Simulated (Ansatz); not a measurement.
**What strain does to AgCl (zincblende)**

AgCl built on the zincblende prototype, relaxed with r2SCAN in Ansatz. It is cubic, F-43m (No. 216); a = 5.987 Å in the conventional setting, 26.82 Å³ an atom. Ag has 4 Cl at 2.59 Å; Cl has 4 Ag at 2.59 Å.

The axes x, y and z are those of this cell:
```xyz
2
Lattice="0.0000 2.9933 2.9933 2.9933 0.0000 2.9933 2.9933 2.9933 0.0000" Properties=species:S:1:pos:R:3 pbc="T T T"
Ag    0.0000    0.0000    0.0000
Cl    1.4966    1.4966    1.4966
```

Unstrained: With PBE the gap is 1.252 eV and direct, at Γ. The r2SCAN gap is direct at Γ: 1.647 eV. With HSE06 the gap is 2.712 eV and direct, at Γ. Meshes: PBE 8×8×8, r2SCAN 8×8×8, HSE06 6×6×6. Strains are changes of length per length. After each strain the atoms were relaxed again with r2SCAN within the symmetry that the strain leaves, so tilts or polar shifts that break it weren't tested; points keep the names that they have in the unstrained zone. Under uniaxial strain the other axes carry as much stress as the strained one: the cell is very soft in shear and may be mechanically unstable. (Calculated; spin-unpolarised; the phase may be known or hypothetical.)

Changes of the least gap in eV (an overlap counts as a negative gap):
```json
{"strain": "isotropic +3.89 % on every length", "volume change (%)": "+12.1", "space group": "F-43m", "PBE": "+0.135", "r2SCAN": "+0.145", "HSE06": "+0.159", "energy rise, r2SCAN (meV/atom)": "34.2"}
{"strain": "uniaxial +0.77 % along z", "volume change (%)": "+0.8", "space group": "I-4m2", "PBE": "+0.006", "r2SCAN": "+0.006", "HSE06": "+0.008", "energy rise, r2SCAN (meV/atom)": "0.2"}
{"strain": "biaxial +4.25 % in x and y, z held", "volume change (%)": "+8.7", "space group": "I-4m2", "PBE": "+0.070", "r2SCAN": "+0.077", "HSE06": "+0.088", "energy rise, r2SCAN (meV/atom)": "19.1"}
```

Isotropic +3.89 % on every length. HSE06: the gap goes from 2.712 to 2.871 eV (+0.159 eV). Stress change with r2SCAN, compression positive: xx -3.02, yy -3.02, zz -3.02 GPa. For HSE06, dE_g/d ln V = 1.4 eV over this step.

Uniaxial +0.77 % along z, other directions held. HSE06: the gap goes from 2.712 to 2.720 eV (+0.008 eV); with r2SCAN the top three valence levels at Γ, degenerate before, become 2+1 from the top over 11 meV. Stress change with r2SCAN, compression positive: xx -0.26, yy -0.26, zz -0.27 GPa.

Biaxial +4.25 % in x and y, z held. HSE06: the gap goes from 2.712 to 2.800 eV (+0.088 eV); with r2SCAN the top three valence levels at Γ, degenerate before, become 1+2 from the top over 48 meV. Stress change with r2SCAN, compression positive: xx -2.47, yy -2.47, zz -2.28 GPa.

Spin-orbit coupling is left out.

The meshes of the hybrids are coarse, so their gaps aren't converged to the digits shown.

The splittings at Γ are without spin-orbit coupling, which regroups them where it is of like size or larger.
